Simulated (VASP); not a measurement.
# BeTe (F-43m) in VASP: notebook

Runs on BeTe. Level: LDA. Tasks: single point.

Program: VASP 6.6.1. These are calculated values, not measurements. Logs are shortened: lines on timing, memory, paths and dates and some standing lists are left out, and cuts for length are marked.

## Step 1: The crystal as given

The structure is cubic, space group F-43m (No. 216). Conventional cell: a = 5.586 Å, b = 5.586 Å, c = 5.586 Å, α = 90.00°, β = 90.00°, γ = 90.00°. Be (site symmetry -43m) has 4 Te at 2.42 Å as nearest neighbours. Te (site symmetry -43m) has 4 Be at 2.42 Å as nearest neighbours.

## Step 2: Single point, LDA

File INCAR:

```
  PREC = Accurate
  ENCUT = 520
  EDIFF = 1E-7
  ISMEAR = -1
  SIGMA = 0.1496
  LREAL = F
  LASPH = T
  NELM = 100
  ALGO = Fast
  ISIF = 2
  LWAVE = F
  LCHARG = F
  NBANDS = 11
```

File KPOINTS:

```
regular mesh
0
Gamma
  8 8 8
```

File POSCAR:

```
BeTe
1.0
    0.0000000000      2.7931908600      2.7931908600
    2.7931908600      0.0000000000      2.7931908600
    2.7931908600      2.7931908600      0.0000000000
Be Te
1 1
Direct
    0.0000000000      0.0000000000      0.0000000000
    0.2500000000      0.2500000000      0.2500000000
```

Potentials or basis: VASP PAW LDA potentials, release 64 (Be, Te).

Started as:

```
> cat potpaw_LDA.64/Be/POTCAR potpaw_LDA.64/Te/POTCAR > POTCAR
> mpirun -np 1 vasp_std > vasp.out
```

OUTCAR:

```text
PREC = Accurate
   ENCUT = 520
   EDIFF = 1E-7
   ISMEAR = -1
   LREAL = F
   LASPH = T
   NELM = 100
   ISIF = 2

 ion  position               nearest neighbor table
   1  0.000  0.000  0.000-   2 2.42   2 2.42   2 2.42   2 2.42
   2  0.250  0.250  0.250-   1 2.42   1 2.42   1 2.42   1 2.42

  LATTYP: Found a face centered cubic cell.
 ALAT       =     5.5863817200

  Lattice vectors:

 A1 = (   0.0000000000,   2.7931908600,   2.7931908600)
 A2 = (   2.7931908600,   0.0000000000,   2.7931908600)
 A3 = (   2.7931908600,   2.7931908600,   0.0000000000)

Analysis of symmetry for initial positions (statically):
=====================================================================
 Subroutine PRICEL returns:
 Original cell was already a primitive cell.

 Routine SETGRP: Setting up the symmetry group for a
 face centered cubic supercell.

 Subroutine GETGRP returns: Found 24 space group operations
 (whereof 24 operations were pure point group operations)
 out of a pool of 48 trial point group operations.

The static configuration has the point symmetry T_d .

Analysis of symmetry for dynamics (positions and initial velocities):
=====================================================================
 Subroutine PRICEL returns:
 Original cell was already a primitive cell.

 Routine SETGRP: Setting up the symmetry group for a
 face centered cubic supercell.

 Subroutine GETGRP returns: Found 24 space group operations
 (whereof 24 operations were pure point group operations)
 out of a pool of 48 trial point group operations.

The dynamic configuration has the point symmetry T_d .

 Subroutine INISYM returns: Found 24 space group operations
 (whereof 24 operations are pure point group operations),
 and found     1 'primitive' translations

----------------------------------------------------------------------------------------

                                     Primitive cell

  volume of cell :      43.5845

  direct lattice vectors                    reciprocal lattice vectors
     0.000000000  2.793190860  2.793190860    -0.179006744  0.179006744  0.179006744
     2.793190860  0.000000000  2.793190860     0.179006744 -0.179006744  0.179006744
     2.793190860  2.793190860  0.000000000     0.179006744  0.179006744 -0.179006744

  length of vectors
     3.950168397  3.950168397  3.950168397     0.310048775  0.310048775  0.310048775

  position of ions in fractional coordinates (direct lattice)
     0.000000000  0.000000000  0.000000000
     0.250000000  0.250000000  0.250000000

  ion indices of the primitive-cell ions
   primitive index   ion index
                 1           1
                 2           2

----------------------------------------------------------------------------------------

 KPOINTS: regular mesh

Automatic generation of k-mesh.
 Grid dimensions read from file:
 generate k-points for:    8    8    8

 Generating k-lattice:

  Cartesian coordinates                     Fractional coordinates (reciprocal lattice)
    -0.022375843  0.022375843  0.022375843     0.125000000  0.000000000  0.000000000
     0.022375843 -0.022375843  0.022375843     0.000000000  0.125000000  0.000000000
     0.022375843  0.022375843 -0.022375843     0.000000000  0.000000000  0.125000000

  Length of vectors
     0.038756097  0.038756097  0.038756097

  Shift w.r.t. Gamma in fractional coordinates (k-lattice)
     0.000000000  0.000000000  0.000000000

 Subroutine IBZKPT returns following result:
 ===========================================

 Found     29 irreducible k-points:

 Following reciprocal coordinates:
            Coordinates               Weight
  0.000000  0.000000  0.000000      1.000000
  0.125000  0.000000  0.000000      8.000000
  0.250000  0.000000  0.000000      8.000000
  0.375000  0.000000  0.000000      8.000000
  0.500000  0.000000  0.000000      4.000000
  0.125000  0.125000  0.000000      6.000000
[... 16 lines left out ...]
  0.500000  0.250000  0.125000     48.000000
 -0.375000  0.250000  0.125000     24.000000
 [... further k-points ...]
   k-points           NKPTS =     29   k-points in BZ     NKDIM =     29   number of bands    NBANDS=     11
   number of dos      NEDOS =    301   number of ions     NIONS =      2
   total plane-waves  NPLWV =  27000
   dimension x,y,z NGX =    30 NGY =   30 NGZ =   30
   dimension x,y,z NGXF=    60 NGYF=   60 NGZF=   60
   ions per type =               1   1
   NGX,Y,Z   is equivalent  to a cutoff of  12.63, 12.63, 12.63 a.u.
   NGXF,Y,Z  is equivalent  to a cutoff of  25.25, 25.25, 25.25 a.u.
 SYSTEM =  unknown system
   PREC   = accura    normal or accurate (medium, high low for compatibility)
   ISTART =      0    job   : 0-new  1-cont  2-samecut
   ICHARG =      2    charge: 1-file 2-atom 10-const
   ISPIN  =      1    spin polarized calculation?
   LNONCOLLINEAR =      F non collinear calculations
   LSORBIT =      F    spin-orbit coupling
   LASPH  =      T    aspherical Exc in radial PAW
   ENCUT  =  520.0 eV  38.22 Ry    6.18 a.u.   7.34  7.34  7.34*2*pi/ulx,y,z
   NELM   =    100;   NELMIN=  2; NELMDL= -5     # of ELM steps
   EDIFF  = 0.1E-06   stopping-criterion for ELM
   LREAL  =      F    real-space projection
   EDIFFG = 0.1E-05   stopping-criterion for IOM
   NSW    =      0    number of steps for IOM
   IBRION =     -1    ionic relax: 0-MD 1-quasi-New 2-CG
   NFREE  =      0    steps in history (QN), initial steepest desc. (CG)
   ISIF   =      2    stress and relaxation
   ISYM   =      2    0-nonsym 1-usesym 2-fastsym
   POTIM  = 0.5000    time-step for ionic-motion
   TEBEG  =    0.0;   TEEND  =   0.0 temperature during run
   PSTRESS=    0.0 pullay stress
   NELECT =       8.0000    total number of electrons
   NUPDOWN=      -1.0000    fix difference up-down
   EMIN   =  10.00;   EMAX   =-10.00  energy-range for DOS
   EFERMI =   0.00;   METHOD = LEGACY
   ISMEAR =    -1;   SIGMA  =   0.15  broadening in eV -4-tet -1-fermi 0-gaus
   EFERMI_NEDOS =   21; number of points for ismear=-14 and -15
   IALGO  =     68    algorithm
   IMIX   =      4    mixing-type and parameters
     AMIX     =   0.40;   BMIX     =  1.00
     AMIX_MAG =   1.60;   BMIX_MAG =  1.00
  volume/ion in A,a.u.               =      21.79       147.06
  Fermi-wavevector in a.u.,A,eV,Ry     =   0.930381  1.758165 11.777325  0.865609
  Thomas-Fermi vector in A             =   2.056763
   LORBIT       =      0    0 simple, 1 ext, 2 COOP (PROOUT), +10 PAW based schemes
   GGA     = CA    functional components
   LHFCALC =     F    Hartree Fock is set to
   AEXX    =    0.0000 exact exchange contribution
   IVDW    =     0    specifies the selected vdW correction
   LEPSILON=     F    determine dielectric tensor
   LRPA    =     F    only Hartree local field effects (RPA)
 non-spin polarized calculation
 RMM-DIIS sequential band-by-band and
  energy-cutoff  :      520.00
  volume of cell :       43.58
 maximum number of plane-waves:      1211
 NGX is ok and might be reduce to    30

 number of electron       7.9999999 magnetization

 Free energy of the ion-electron system (eV)
  ---------------------------------------------------
  ext. energy  EPLUGINS =         0.00000000
  ---------------------------------------------------
  free energy    TOTEN  =        -8.72527993 eV

  energy without entropy =       -8.72511455  energy(sigma->0) =       -8.72519724

 E-fermi :   6.1482     XC(G=0):  -9.3644

 val. band max:        5.2193169195   @ k =   0.0000   0.0000   0.0000
 cond. band min:       7.0313034676   @ k =   0.5000   0.5000   0.0000
 fundamental gap:      1.8119865482
 Fermi energy:         6.1482373890

 k-point     1 :       0.0000    0.0000    0.0000
  band No.  band energies     occupation
      1      -7.2611      2.00000
      2       5.2193      1.99599
      3       5.2193      1.99599
      4       5.2193      1.99599
      5       8.7838      0.00000
      6       8.7838      0.00000
      7       8.7838      0.00000
      8       9.1222      0.00000
      9      13.4329      0.00000
     10      15.5073      0.00000
     11      15.5073      0.00000

 k-point     2 :       0.1250    0.0000    0.0000
  band No.  band energies     occupation
      1      -7.1091      2.00000
      2       3.8693      2.00000
      3       4.9736      1.99922
      4       4.9736      1.99922
      5       8.7481      0.00000
      6       9.1373      0.00000
      7       9.1373      0.00000
      8      10.4054      0.00000
      9      13.8372      0.00000
     10      14.5139      0.00000
     11      14.5139      0.00000

 k-point     3 :       0.2500    0.0000    0.0000
  band No.  band energies     occupation
      1      -6.6888      2.00000
      2       1.8140      2.00000
      3       4.5195      1.99996
      4       4.5195      1.99996
      5       8.5500      0.00000
      6       9.6740      0.00000
      7       9.6740      0.00000
      8      12.2760      0.00000
      9      14.1604      0.00000
     10      14.2306      0.00000
     11      14.2306      0.00000

 k-point     4 :       0.3750    0.0000    0.0000
  band No.  band energies     occupation
      1      -6.1507      2.00000
      2       0.1864      2.00000
      3       4.1724      2.00000
      4       4.1724      2.00000
      5       8.3929      0.00000
      6       9.7987      0.00000
      7       9.7987      0.00000
      8      12.9217      0.00000
      9      14.9808      0.00000
     10      15.2909      0.00000
     11      15.2909      0.00000
[... 239 lines left out ...]
 k-point    22 :       0.3750    0.2500    0.1250
  band No.  band energies     occupation
      1      -6.3409      2.00000
      2       1.5720      2.00000
      3       2.8905      2.00000
      4       3.9489      2.00000
      5       8.7457      0.00000
      6      10.1311      0.00000
      7      10.5162      0.00000
      8      11.5147      0.00000
      9      14.3068      0.00000
     10      15.7085      0.00000
     11      16.3635      0.00000

 k-point    23 :       0.5000    0.2500    0.1250
  band No.  band energies     occupation
      1      -5.8624      2.00000
      2       0.4842      2.00000
      3       2.3476      2.00000
      4       3.4737      2.00000
      5       9.1973      0.00000
      6       9.8916      0.00000
      7      11.1188      0.00000
      8      12.1440      0.00000
      9      15.0250      0.00000
     10      15.5450      0.00000
     11      17.4420      0.00000

 k-point    24 :      -0.3750    0.2500    0.1250
  band No.  band energies     occupation
      1      -5.6195      2.00000
      2      -0.0289      2.00000
      3       2.2410      2.00000
      4       3.2407      2.00000
      5       9.3456      0.00000
      6       9.6001      0.00000
      7      11.9125      0.00000
      8      12.9683      0.00000
      9      13.6604      0.00000
     10      16.7480      0.00000
     11      17.0876      0.00000

 [... further k-points ...]
[... 5 lines left out ...]
  --------------------------------------------------------------------------------------
  -------------------------------------------------------------------------------------
  Total       -0.2174814     -0.2174814     -0.2174814     -0.0000000     -0.0000000     -0.0000000
  in kB       -7.9946757     -7.9946757     -7.9946757     -0.0000000     -0.0000000     -0.0000000
  external PRESSURE =      -7.9946757 kB  Pullay stress =       0.0000000 kB

 VOLUME and BASIS-vectors are now :
 -----------------------------------------------------------------------------
  energy-cutoff  :      520.00
  volume of cell :       43.58
      direct lattice vectors                 reciprocal lattice vectors
     0.000000000  2.793190860  2.793190860    -0.179006744  0.179006744  0.179006744
     2.793190860  0.000000000  2.793190860     0.179006744 -0.179006744  0.179006744
     2.793190860  2.793190860  0.000000000     0.179006744  0.179006744 -0.179006744

 POSITION                                       TOTAL-FORCE (eV/Angst)
 -----------------------------------------------------------------------------------
      0.00000      0.00000      0.00000         0.000000     -0.000000     -0.000000
      1.39660      1.39660      1.39660        -0.000000      0.000000      0.000000
 -----------------------------------------------------------------------------------
    total drift:                                0.000000      0.000000      0.000000

  FREE ENERGIE OF THE ION-ELECTRON SYSTEM (eV)
  ---------------------------------------------------
  free  energy   TOTEN  =        -8.7252799348 eV

  energy  without entropy=       -8.7251145494  energy(sigma->0) =       -8.72519724
```

It took 13 s on 1 thread of Intel Xeon Platinum 8488C (Sapphire Rapids), shared host; peak memory 0.15 GiB.

What came out:

* Free energy: -8.7253 eV
* Pressure: -0.8 GPa
* Band gap on the k mesh: 1.81 eV, indirect (least direct gap 3.56 eV)

Caveat: spin-orbit coupling is left out, which moves the levels of the heavy elements. A k mesh can miss the band edges.

## Step 3: Single point, LDA

This run uses another cell than the first one: it holds 15 atoms, not 2.

File INCAR:

```
  PREC = Accurate
  ENCUT = 520
  EDIFF = 1E-6
  ISMEAR = 1
  SIGMA = 0.0951
  LREAL = False
  LASPH = True
  NELM = 60
  ALGO = Normal
  ISIF = 2
  LWAVE = False
  LCHARG = False
  GGA = CA
  NBANDS = 42
```

File KPOINTS:

```
regular mesh
0
Gamma
  2 2 2
```

File POSCAR:

```
Be8Te7
1.0
    0.0000000000      5.5863817200      5.5863817200
    5.5863817200      0.0000000000      5.5863817200
    5.5863817200      5.5863817200      0.0000000000
Be Te
8 7
Direct
   -0.0005888427      0.0000584457      0.0003833429
   -0.0008748955     -0.0002655565      0.5012476126
   -0.0005873211      0.4996853312      0.0007999811
   -0.0006304618      0.4994986272      0.5008324064
    0.4987199478      0.0004489489      0.0008096475
    0.4991672857     -0.0003925618      0.5009997777
    0.4982822763      0.4990810044      0.0000821641
    0.4993070900      0.4999615386      0.5001024169
    0.1237276711      0.1247127452      0.1263189727
    0.1244446826      0.1247824683      0.6256963228
    0.1237344733      0.6252220444      0.1258227660
    0.1240130078      0.6248572287      0.6257417010
    0.6243767746      0.1244914929      0.1259527249
    0.6242448466      0.1246436486      0.6257846626
    0.6243988819      0.6246690031      0.6254244116
```

Potentials or basis: VASP PAW LDA potentials, release 64 (Be, Te).

Started as:

```
> cat potpaw_LDA.64/Be/POTCAR potpaw_LDA.64/Te/POTCAR > POTCAR
> mpirun -np 1 vasp_std > vasp.out
```

It took 68 s on 1 thread of Intel Xeon 6975P-C (Granite Rapids), shared host; peak memory 0.4 GiB.

The run converged. Its results:

```yaml
Free_energy: -60.6231 eV
Pressure: -2.1 GPa
Largest_force: 0.021 eV/Å
Band_gap_on_the_k_mesh: 0.38 eV, direct
```

Forces on the atoms (eV/Å):
```
Be   0.003 -0.004  0.000
Be   0.000  0.000  0.002
Be   0.006 -0.008 -0.007
Be   0.001  0.000 -0.001
Be  -0.008  0.006 -0.007
Be   0.000 -0.003  0.001
Be   0.010  0.014  0.013
Be  -0.004 -0.003  0.002
Te  -0.005 -0.001  0.002
Te   0.000 -0.001 -0.004
Te   0.002  0.004 -0.007
Te  -0.003 -0.001  0.002
Te   0.000  0.006 -0.003
Te  -0.001 -0.003  0.001
Te  -0.001 -0.005  0.006
```

Levels at points of the mesh, in eV from the valence-band top:
| k point | band 27 | band 28 | band 29 | band 30 | band 31 | band 32 |
| --- | --- | --- | --- | --- | --- | --- |
| (0.00, 0.00, 0.00) | -1.41 | -1.41 | -1.41 | 1.06 | 1.07 | 1.07 |
| (0.50, 0.00, 0.00) | -1.75 | -1.74 | -0.53 | 0.55 | 1.78 | 1.78 |
| (0.00, 0.50, 0.00) | -1.74 | -1.74 | -0.53 | 0.55 | 1.78 | 1.78 |
| (0.00, 0.00, 0.50) | -1.74 | -1.74 | -0.53 | 0.55 | 1.78 | 1.78 |
| (0.50, 0.50, 0.50) | -1.75 | -1.75 | -0.53 | 0.55 | 1.78 | 1.78 |
| (0.50, 0.50, 0.00) | -2.32 | -2.25 | 0.00 | 0.38 | 1.67 | 1.71 |
| (0.00, 0.50, 0.50) | -2.32 | -2.25 | 0.00 | 0.38 | 1.67 | 1.71 |
| (0.50, 0.00, 0.50) | -2.32 | -2.25 | 0.00 | 0.38 | 1.67 | 1.71 |

Caveat: the k mesh is coarse (spacing up to 0.49 Å⁻¹), so the values aren't converged; spin-orbit coupling is left out, which moves the levels of the heavy elements.

## Step 4: Single point, LDA

This run uses another cell than the first one: it holds 15 atoms, not 2.

File INCAR:

```
SYSTEM = Be8Te7
PREC = Accurate
ENCUT = 520
EDIFF = 1E-7
ISMEAR = 1
SIGMA = 0.0951
LREAL = .False.
LASPH = .True.
NELM = 100
ALGO = Normal
ISIF = 2
LWAVE = .False.
LCHARG = .False.
GGA = CA
NBANDS = 42
```

File KPOINTS:

```
Automatic mesh
0
Gamma
  2 2 2
  0 0 0
```

File POSCAR:

```
Be8Te7
1.0
    0.0000000000      5.5863817200      5.5863817200
    5.5863817200      0.0000000000      5.5863817200
    5.5863817200      5.5863817200      0.0000000000
Be Te
8 7
Direct
   -0.0264127135      0.0400705700      0.0028368094
    0.0096631420     -0.0030284361      0.5110877028
    0.0782633593      0.4690689128     -0.0138655043
   -0.0093495222      0.5106484202      0.4921172841
    0.4740684817     -0.1241989063     -0.0244753235
    0.5013496464      0.0400208062      0.4751008136
    0.4888081654      0.5877856481     -0.0097127269
    0.4847584064      0.4690432254      0.5795854387
    0.1462280132      0.1068987996      0.1355903585
    0.1235141160      0.1408564684      0.6250032982
    0.1020480749      0.6587629855      0.1196587583
    0.1257860696      0.6215264502      0.6271723229
    0.6126092293      0.2118777519      0.1141336257
    0.6341692490      0.1068567330      0.6476702956
    0.6181921811      0.6587185918      0.6035232945
```

Started as:

```
> cat potpaw_LDA.64/Be/POTCAR potpaw_LDA.64/Te/POTCAR > POTCAR
> mpirun -np 1 vasp_std > vasp.out
```

Wall time 81 s (1 thread of Intel Xeon 6975P-C (Granite Rapids), shared host); peak memory 0.4 GiB.

The run converged. Its results:

| Item | Value |
| --- | --- |
| Free energy | -60.5857 eV |
| Pressure | -0.9 GPa |
| Largest force | 0.196 eV/Å |
| Band gap on the k mesh | 0.53 eV, indirect (least direct gap 0.78 eV) |

Forces in eV/Å, atoms in the order of the input:
```
Be  -0.020 -0.025 -0.007
Be   0.008 -0.026  0.008
Be  -0.003  0.025  0.048
Be   0.008  0.014  0.008
Be   0.039  0.031  0.039
Be  -0.007 -0.025 -0.020
Be  -0.017  0.076 -0.017
Be   0.049  0.025 -0.003
Te  -0.006 -0.016  0.003
Te  -0.003 -0.010 -0.003
Te   0.025  0.030  0.034
Te   0.018 -0.033  0.017
Te  -0.127 -0.079 -0.126
Te   0.004 -0.016 -0.006
Te   0.034  0.030  0.025
```

Stress tensor (GPa, compression positive):
```
-0.98  0.41 -0.54
 0.41 -0.61  0.41
-0.54  0.41 -0.98
```

Levels at points of the mesh, in eV from the valence-band top:
```tsv
k point	band 26	band 27	band 28	band 29	band 30	band 31	band 32	band 33
(0.00, 0.00, 0.00)	-1.11	-0.84	-0.74	-0.18	1.11	1.21	2.00	2.10
(0.50, 0.00, 0.00)	-1.33	-1.26	-1.01	-0.23	1.06	1.67	2.08	2.30
(0.00, 0.50, 0.00)	-1.69	-1.01	-0.69	-0.18	1.17	1.82	2.43	2.50
(0.00, 0.00, 0.50)	-1.33	-1.26	-1.01	-0.23	1.06	1.67	2.08	2.30
(0.50, 0.50, 0.50)	-1.70	-0.99	-0.88	-0.24	0.53	2.03	2.43	2.57
(0.50, 0.50, 0.00)	-1.88	-1.47	-0.80	0.00	1.17	2.09	2.30	2.36
(0.00, 0.50, 0.50)	-1.88	-1.47	-0.80	0.00	1.17	2.09	2.30	2.36
(0.50, 0.00, 0.50)	-1.68	-1.59	-1.28	-0.34	0.87	1.90	2.21	2.31
```

Caveat: the k mesh is coarse (spacing up to 0.49 Å⁻¹), so the values aren't converged; spin-orbit coupling is left out, which moves the levels of the heavy elements.

## Step 5: The runs side by side

| cell | k mesh | smearing | mesh quality | gap on the mesh (eV) | pressure (GPa) | largest force (eV/Å) |
| --- | --- | --- | --- | --- | --- | --- |
| F-43m, 21.79 Å³/atom | 8 × 8 × 8 | fermi-dirac 0.1496 eV | not flagged | 1.81 | -0.8 | - |
| P1, 23.25 Å³/atom | 2 × 2 × 2 | methfessel-paxton 0.0951 eV | coarse | 0.38 | -2.1 | 0.02 |
| Cm, 23.25 Å³/atom | 2 × 2 × 2 | methfessel-paxton 0.0951 eV | coarse | 0.53 | -0.9 | 0.20 |

Some of these runs hold the atoms at other places in the same cell, which the table doesn't show; runs alike in all that it shows share one row.

Alike in all rows: task single point; level LDA; potentials or basis VASP PAW LDA potentials, release 64 (Be, Te); no spin polarisation; cutoff (eV) 520.

Caveats: some runs use coarse meshes; spin-orbit coupling is left out, which moves the levels of the heavy elements.

Absolute energies hang on the potentials; compare differences alone.
